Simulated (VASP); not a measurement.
# Hf (P6_3/mmc) in VASP: further runs

The runs below take Hf through relaxation of cell and atoms, with PBEsol.

All numbers are computed with VASP 6.6.1; they aren't measurements. Logs are shortened: lines on timing, memory, paths and dates and some standing lists are left out, and cuts for length are marked.

### 1 The structure

Symmetry: P6_3/mmc, No. 194, hexagonal system. Conventional cell: a = 2.751 Å, b = 2.751 Å, c = 5.122 Å, α = 90.00°, β = 90.00°, γ = 120.00°. Around Hf (site symmetry -6m2) lie 12 Hf at 2.75 to 3.01 Å.

### 2 Relaxation of cell and atoms, PBEsol, target pressure 30 GPa, at which the enthalpy is minimised

Contents of INCAR:

```
SYSTEM = Hf
PREC = Accurate
ENCUT = 520
EDIFF = 1E-7
ISMEAR = 0
SIGMA = 0.1
LREAL = .False.
LASPH = .True.
NELM = 60
ALGO = Normal
ISIF = 3
LWAVE = .False.
LCHARG = .False.
GGA = PS
IBRION = 2
NSW = 80
EDIFFG = -0.002
PSTRESS = 300.0
```

Contents of KPOINTS:

```
Automatic mesh
0
Gamma
  3 3 2
  0 0 0
```

Contents of POSCAR:

```
Hf                                      
1.0
    2.7507394351      0.0000000000     -0.0000000000
   -1.3753697175      2.3822102362      0.0000000000
    0.0000000000      0.0000000000      5.1221646962
  Hf            
     2
Direct
     0.3333333300000021    0.6666666699999979    0.2500000000000000
     0.6666666699999979    0.3333333300000021    0.7500000000000000
```

Potentials or basis: VASP PAW PBE potentials, release 64 (Hf_pv).

The run is started by

```bash
$ cat potpaw_PBE.64/Hf_pv/POTCAR > POTCAR
$ mpirun -np 1 vasp_std > vasp.out
```

OUTCAR:

```text
SYSTEM = Hf
   PREC = Accurate
   ENCUT = 520
   EDIFF = 1E-7
   ISMEAR = 0
   LREAL = .False.
   LASPH = .True.
   NELM = 60
   ISIF = 3
   GGA = PS
   IBRION = 2
   NSW = 80
   EDIFFG = -0.002
   PSTRESS = 300.0

 ion  position               nearest neighbor table
   1  0.333  0.667  0.250-   2 3.01   2 3.01   2 3.01   2 3.01   2 3.01   2 3.01
   2  0.667  0.333  0.750-   1 3.01   1 3.01   1 3.01   1 3.01   1 3.01   1 3.01

  LATTYP: Found a hexagonal cell.
 ALAT       =     2.7507394351
 C/A-ratio  =     1.8621046511

  Lattice vectors:

 A1 = (   2.7507394351,   0.0000000000,   0.0000000000)
 A2 = (  -1.3753697175,   2.3822102362,   0.0000000000)
 A3 = (   0.0000000000,   0.0000000000,   5.1221646962)

Analysis of symmetry for initial positions (statically):
=====================================================================
 Subroutine PRICEL returns:
 Original cell was already a primitive cell.

 Routine SETGRP: Setting up the symmetry group for a
 hexagonal supercell.

 Subroutine GETGRP returns: Found 24 space group operations
 (whereof 12 operations were pure point group operations)
 out of a pool of 24 trial point group operations.

The static configuration has the point symmetry D_3d.
 The point group associated with its full space group is D_6h.

Analysis of symmetry for dynamics (positions and initial velocities):
=====================================================================
 Subroutine PRICEL returns:
 Original cell was already a primitive cell.

 Routine SETGRP: Setting up the symmetry group for a
 hexagonal supercell.

 Subroutine GETGRP returns: Found 24 space group operations
 (whereof 12 operations were pure point group operations)
 out of a pool of 24 trial point group operations.

The dynamic configuration has the point symmetry D_3d.
 The point group associated with its full space group is D_6h.

 Subroutine INISYM returns: Found 24 space group operations
 (whereof 12 operations are pure point group operations),
 and found     1 'primitive' translations

----------------------------------------------------------------------------------------

                                     Primitive cell

  volume of cell :      33.5647

  direct lattice vectors                    reciprocal lattice vectors
     2.750739435  0.000000000  0.000000000     0.363538613  0.209889116  0.000000000
    -1.375369717  2.382210236  0.000000000     0.000000000  0.419778231  0.000000000
     0.000000000  0.000000000  5.122164696     0.000000000  0.000000000  0.195229958

  length of vectors
     2.750739435  2.750739440  5.122164696     0.419778232  0.419778231  0.195229958

  position of ions in fractional coordinates (direct lattice)
     0.333333330  0.666666670  0.250000000
     0.666666670  0.333333330  0.750000000

  ion indices of the primitive-cell ions
   primitive index   ion index
                 1           1
                 2           2

----------------------------------------------------------------------------------------

 KPOINTS: Automatic mesh

Automatic generation of k-mesh.
 Grid dimensions read from file:
 generate k-points for:    3    3    2

 Generating k-lattice:

  Cartesian coordinates                     Fractional coordinates (reciprocal lattice)
     0.121179538  0.069963039  0.000000000     0.333333333 -0.000000000  0.000000000
     0.000000000  0.139926077  0.000000000     0.000000000  0.333333333  0.000000000
     0.000000000  0.000000000  0.097614979     0.000000000  0.000000000  0.500000000

  Length of vectors
     0.139926077  0.139926077  0.097614979

  Shift w.r.t. Gamma in fractional coordinates (k-lattice)
     0.000000000  0.000000000  0.000000000

 Subroutine IBZKPT returns following result:
 ===========================================

 Found      6 irreducible k-points:

 Following reciprocal coordinates:
            Coordinates               Weight
  0.000000  0.000000  0.000000      1.000000
  0.333333  0.000000  0.000000      6.000000
  0.333333  0.333333  0.000000      2.000000
  0.000000  0.000000  0.500000      1.000000
  0.333333  0.000000  0.500000      6.000000
  0.333333  0.333333  0.500000      2.000000
   k-points           NKPTS =      6   k-points in BZ     NKDIM =      6   number of bands    NBANDS=     14
   number of dos      NEDOS =    301   number of ions     NIONS =      2
   total plane-waves  NPLWV =  16000
   dimension x,y,z NGX =    20 NGY =   20 NGZ =   40
   dimension x,y,z NGXF=    40 NGYF=   40 NGZF=   80
   ions per type =               2
   NGX,Y,Z   is equivalent  to a cutoff of  12.09, 12.09, 12.98 a.u.
   NGXF,Y,Z  is equivalent  to a cutoff of  24.17, 24.17, 25.96 a.u.
 SYSTEM =  Hf
   PREC   = accura    normal or accurate (medium, high low for compatibility)
   ISTART =      0    job   : 0-new  1-cont  2-samecut
   ICHARG =      2    charge: 1-file 2-atom 10-const
   ISPIN  =      1    spin polarized calculation?
   LNONCOLLINEAR =      F non collinear calculations
   LSORBIT =      F    spin-orbit coupling
   LASPH  =      T    aspherical Exc in radial PAW
   ENCUT  =  520.0 eV  38.22 Ry    6.18 a.u.   5.11  5.11  9.52*2*pi/ulx,y,z
   NELM   =     60;   NELMIN=  2; NELMDL= -5     # of ELM steps
   EDIFF  = 0.1E-06   stopping-criterion for ELM
   LREAL  =      F    real-space projection
   EDIFFG = -.2E-02   stopping-criterion for IOM
   NSW    =     80    number of steps for IOM
   IBRION =      2    ionic relax: 0-MD 1-quasi-New 2-CG
   NFREE  =      1    steps in history (QN), initial steepest desc. (CG)
   ISIF   =      3    stress and relaxation
   ISYM   =      2    0-nonsym 1-usesym 2-fastsym
   POTIM  = 0.5000    time-step for ionic-motion
   TEBEG  =    0.0;   TEEND  =   0.0 temperature during run
   PSTRESS=  300.0 pullay stress
   NELECT =      20.0000    total number of electrons
   NUPDOWN=      -1.0000    fix difference up-down
   EMIN   =  10.00;   EMAX   =-10.00  energy-range for DOS
   EFERMI =   0.00;   METHOD = LEGACY
   ISMEAR =     0;   SIGMA  =   0.10  broadening in eV -4-tet -1-fermi 0-gaus
   EFERMI_NEDOS =   21; number of points for ismear=-14 and -15
   IALGO  =     38    algorithm
   IMIX   =      4    mixing-type and parameters
     AMIX     =   0.40;   BMIX     =  1.00
     AMIX_MAG =   1.60;   BMIX_MAG =  1.00
  volume/ion in A,a.u.               =      16.78       113.25
  Fermi-wavevector in a.u.,A,eV,Ry     =   1.377602  2.603291 25.820968  1.897788
  Thomas-Fermi vector in A             =   2.502740
   LORBIT       =      0    0 simple, 1 ext, 2 COOP (PROOUT), +10 PAW based schemes
   GGA     = PS    functional components
   LHFCALC =     F    Hartree Fock is set to
   AEXX    =    0.0000 exact exchange contribution
   IVDW    =     0    specifies the selected vdW correction
   LEPSILON=     F    determine dielectric tensor
   LRPA    =     F    only Hartree local field effects (RPA)
 conjugate gradient relaxation of ions
 non-spin polarized calculation
 Gauss-broadening in eV      SIGMA  =   0.10
  energy-cutoff  :      520.00
  volume of cell :       33.56
 maximum number of plane-waves:       920
   NGX = 11   NGY = 11   NGZ = 19

--------------------------------------- Ionic step        1  -------------------------------------------

 number of electron      20.0000005 magnetization

 Free energy of the ion-electron system (eV)
  ---------------------------------------------------
  ext. energy  EPLUGINS =         0.00000000
  ---------------------------------------------------
  free energy    TOTEN  =       -20.19810653 eV

  energy without entropy =      -20.18811841  energy(sigma->0) =      -20.19311247

------------------------ aborting loop because EDIFF is reached ----------------------------------------

  FORCE on cell =-STRESS in cart. coord.  units (eV):
  Direction    XX          YY          ZZ          XY          YZ          ZX
  --------------------------------------------------------------------------------------
  -------------------------------------------------------------------------------------
  Total        6.2891612      6.2891612      6.2888918      0.0000000      0.0000000      0.0000000
  in kB      300.2065967    300.2065983    300.1937343      0.0000000      0.0000000      0.0000000
  external PRESSURE =       0.2023098 kB  Pullay stress =     300.0000000 kB

 VOLUME and BASIS-vectors are now :
 -----------------------------------------------------------------------------
  energy-cutoff  :      520.00
  volume of cell :       33.56
      direct lattice vectors                 reciprocal lattice vectors
     2.750739435  0.000000000  0.000000000     0.363538613  0.209889116  0.000000000
    -1.375369717  2.382210236  0.000000000     0.000000000  0.419778231  0.000000000
     0.000000000  0.000000000  5.122164696     0.000000000  0.000000000  0.195229958
[... 46 lines left out ...]
  FREE ENERGIE OF THE ION-ELECTRON SYSTEM (eV)
  ---------------------------------------------------
  free  energy   TOTEN  =       -20.2000331916 eV

  energy  without entropy=      -20.1900450560  energy(sigma->0) =      -20.19503912

  enthalpy is  TOTEN    =       -13.9132723186 eV   P V=        6.2867608730

--------------------------------------- Ionic step        3  -------------------------------------------

 number of electron      20.0000005 magnetization

 Free energy of the ion-electron system (eV)
  ---------------------------------------------------
  ext. energy  EPLUGINS =         0.00000000
  ---------------------------------------------------
  free energy    TOTEN  =       -20.19871080 eV

  energy without entropy =      -20.18872267  energy(sigma->0) =      -20.19371673

 E-fermi :   6.7094     XC(G=0): -12.7643

 val. band max:        6.4209172722   @ k =   0.0000   0.0000   0.0000
 cond. band min:       6.7570566560   @ k =   0.3333   0.3333   0.0000
 fundamental gap:      0.3361393838
 Fermi energy:         6.7093649900

 k-point     1 :       0.0000    0.0000    0.0000
  band No.  band energies     occupation
      1     -23.9494      2.00000
      2     -22.4453      2.00000
      3     -22.1675      2.00000
      4     -22.1675      2.00000
      5     -22.0464      2.00000
      6     -22.0464      2.00000
      7      -1.2803      2.00000
      8       1.9625      2.00000
      9       6.4209      1.99995
     10       7.5533      0.00000
     11       8.4142      0.00000
     12       8.4142      0.00000
     13       9.0557      0.00000
     14       9.0557      0.00000

 k-point     2 :       0.3333    0.0000    0.0000
  band No.  band energies     occupation
      1     -23.9019      2.00000
      2     -23.7332      2.00000
      3     -23.3598      2.00000
      4     -22.5997      2.00000
      5     -22.4923      2.00000
      6     -22.3840      2.00000
      7       2.2212      2.00000
      8       3.5249      2.00000
      9       4.1770      2.00000
     10       6.3824      2.00000
[... 92 lines left out ...]
 POSITION                                       TOTAL-FORCE (eV/Angst)
 -----------------------------------------------------------------------------------
     -0.00000      1.58819      1.28058         0.000000      0.000000      0.000000
      1.37541      0.79410      3.84174        -0.000000     -0.000000      0.000000
 -----------------------------------------------------------------------------------
    total drift:                               -0.000001      0.000001     -0.000000

  FREE ENERGIE OF THE ION-ELECTRON SYSTEM (eV)
  ---------------------------------------------------
  free  energy   TOTEN  =       -20.1987107978 eV

  energy  without entropy=      -20.1887226713  energy(sigma->0) =      -20.19371673

  enthalpy is  TOTEN    =       -13.9132733883 eV   P V=        6.2854374095

 reached required accuracy - stopping structural energy minimisation
```

Wall time 10 s (1 thread of Intel Xeon Platinum 8488C (Sapphire Rapids), shared host); peak memory 0.14 GiB.

What came out:

```yaml
Free_energy: -20.1987 eV
Energy_change_on_relaxing_the_enthalpy_is_what_falls: -0.3 meV/atom
Ionic_steps: 3
Pressure_after_relaxing: 30.0 GPa
Band_gap_on_the_k_mesh: none (metal or under the smearing width)
```

The path:
```
step  energy change (eV)  largest force (eV/Å)  pressure (GPa)  volume (Å³)
   1              0.0000                0.0000           30.02        33.56
   2             -0.0019                0.0000           29.96        33.58
   3             -0.0006                0.0000           29.99        33.57
```

Final structure:
```
CELL_PARAMETERS angstrom
2.75083 0.00000 0.00000
-1.37541 2.38229 0.00000
0.00000 0.00000 5.12232
ATOMIC_POSITIONS crystal
Hf 0.33333 0.66667 0.25000
Hf 0.66667 0.33333 0.75000
```

Levels at points of the mesh, in eV from the Fermi level:
```tsv
k point	band 8	band 9	band 10	band 11	band 12	band 13
(0.00, 0.00, 0.00)	-4.75	-0.29	0.84	1.70	1.70	2.35
(0.00, 0.00, 0.50)	-5.97	-0.71	-0.71	1.82	1.82	1.82
```

Caveat: the k mesh is coarse (spacing up to 0.88 Å⁻¹), so the values aren't converged; the cell is relaxed towards a set pressure, so the enthalpy falls and the energy may rise; the PAW data sets were made with another functional, which shifts forces and pressure a little. The run has no spin-orbit coupling, so splittings on Hf are missing.

### 3 Relaxation of cell and atoms, PBEsol, target pressure 75 GPa, at which the enthalpy is minimised

This run uses another cell than the first one, of 15.38 Å³/atom, 0.917 times its volume.

INCAR: that of step 2 with these lines changed.

```diff
@@ -17,2 +17,2 @@
 EDIFFG = -0.002
-PSTRESS = 300.0
+PSTRESS = 750.0
```

KPOINTS is that of step 2.

Contents of POSCAR:

```
Hf                                      
1.0
    2.6587521427      0.0000000000      0.0000000000
   -1.3293760713      2.3025469019     -0.0000000000
    0.0000000000      0.0000000000      5.0259281480
  Hf            
     2
Direct
     0.3333333300000021    0.6666666699999979    0.2500000000000000
     0.6666666699999979    0.3333333300000021    0.7500000000000000
```

Potentials or basis: VASP PAW PBE potentials, release 64 (Hf_pv).

The run is started by

```bash
$ cat potpaw_PBE.64/Hf_pv/POTCAR > POTCAR
$ mpirun -np 1 vasp_std > vasp.out
```

Wall time 42 s (1 thread of Intel Xeon Platinum 8488C (Sapphire Rapids), shared host); peak memory 0.15 GiB.

The run converged. Its results:

| Quantity | Value |
| --- | --- |
| Free energy | -18.3060 eV |
| Relaxed volume | 13.78 Å³/atom |
| Relaxed cell | a = 2.518 Å, b = 2.518 Å, c = 5.017 Å, α = 90.00°, β = 90.00°, γ = 120.00° |
| Space group after relaxing (to 0.05 Å) | P6_3/mmc (No. 194) |
| Energy change on relaxing (the enthalpy is what falls) | +602.2 meV/atom |
| Ionic steps | 14 |
| Pressure after relaxing | 75.0 GPa |
| Band gap on the k mesh | none (metal or under the smearing width) |

The path:
```tsv
step	energy change (eV)	largest force (eV/Å)	pressure (GPa)	volume (Å³)
1	0.0000	0.0000	50.01	30.77
2	6.8348	0.0000	232.54	21.27
3	0.9409	0.0000	73.26	28.31
4	0.9925	0.0000	74.42	28.20
5	1.0182	0.0000	75.00	28.15
6	1.3558	0.0000	78.77	27.26
7	1.2560	0.0000	76.44	27.44
8	1.2287	0.0000	75.77	27.50
9	1.2444	0.0000	76.16	27.47
10	1.0875	0.0000	71.67	27.81
11	1.2038	0.0000	75.00	27.55
12	1.2029	0.0000	74.98	27.55
13	1.2062	0.0000	75.04	27.55
14	1.2043	0.0000	75.00	27.55
```

Final structure:
```yaml
crystal:
  lattice:
    - [2.51824, 0.00000, 0.00000]
    - [-1.25912, 2.18086, 0.00000]
    - [0.00000, 0.00000, 5.01656]
  atoms:
    - { symbol: Hf, position: [0.33333, 0.66667, 0.25000] }
    - { symbol: Hf, position: [0.66667, 0.33333, 0.75000] }
```

Levels at points of the mesh, in eV from the Fermi level:
| k point | band 8 | band 9 | band 10 | band 11 | band 12 | band 13 |
| --- | --- | --- | --- | --- | --- | --- |
| (0.00, 0.00, 0.00) | -5.13 | -1.61 | 1.71 | 1.71 | 1.73 | 2.31 |
| (0.00, 0.00, 0.50) | -5.90 | -1.27 | -1.27 | 1.88 | 1.88 | 1.88 |

Caveat: the k mesh is coarse (spacing up to 0.91 Å⁻¹), so the values aren't converged; the cell is relaxed towards a set pressure, so the enthalpy falls and the energy may rise; the PAW data sets were made with another functional, which shifts forces and pressure a little.

### 4 Relaxation of cell and atoms, PBEsol, target pressure 75 GPa, at which the enthalpy is minimised

This run uses another cell than the first one, of 13.78 Å³/atom, 0.821 times its volume.

INCAR is that of step 3.

KPOINTS is that of step 3.

Contents of POSCAR:

```
Hf                                      
1.0
    2.5182444014      0.0000000000     -0.0000000000
   -1.2591222006      2.1808636324     -0.0000000000
    0.0000000000     -0.0000000000      5.0165616233
  Hf            
     2
Direct
     0.3333333300000021    0.6666666699999979    0.2500000000000000
     0.6666666699999979    0.3333333300000021    0.7500000000000000
```

The run is started by

```bash
$ cat potpaw_PBE.64/Hf_pv/POTCAR > POTCAR
$ mpirun -np 1 vasp_std > vasp.out
```

It used 4.2 s of CPU time on 1 thread of Intel(R) Xeon(R) Platinum 8488C (Sapphire Rapids) (shared host), which was overloaded at the time.

The run converged. Its results:

| Quantity | Value |
| --- | --- |
| Free energy | -18.3054 eV |
| Pressure after relaxing | 75.0 GPa |
| Band gap on the k mesh | none (metal or under the smearing width) |

Final structure:
```
Hf
1.0
     2.51824    0.00000    0.00000
    -1.25912    2.18086    0.00000
     0.00000    0.00000    5.01656
Hf
2
Direct
  0.33333 0.66667 0.25000
  0.66667 0.33333 0.75000
```

Levels at points of the mesh, in eV from the Fermi level:
| k point | band 6 | band 7 | band 8 | band 9 | band 10 | band 11 | band 12 | band 13 | band 14 |
| --- | --- | --- | --- | --- | --- | --- | --- | --- | --- |
| (0.00, 0.00, 0.00) | -27.93 | -8.15 | -5.13 | -1.61 | 1.71 | 1.71 | 1.73 | 2.31 | 2.31 |
| (0.00, 0.00, 0.50) | -28.00 | -5.90 | -5.90 | -1.27 | -1.27 | 1.88 | 1.88 | 1.88 | 1.88 |

Caveat: the k mesh is coarse (spacing up to 0.96 Å⁻¹), so the values aren't converged; the relaxation stopped at its first step, so nothing moved; the cell is relaxed towards a set pressure, so the enthalpy falls and the energy may rise; the PAW data sets were made with another functional, which shifts forces and pressure a little. Spin-orbit coupling is left out, which matters for the levels of Hf.
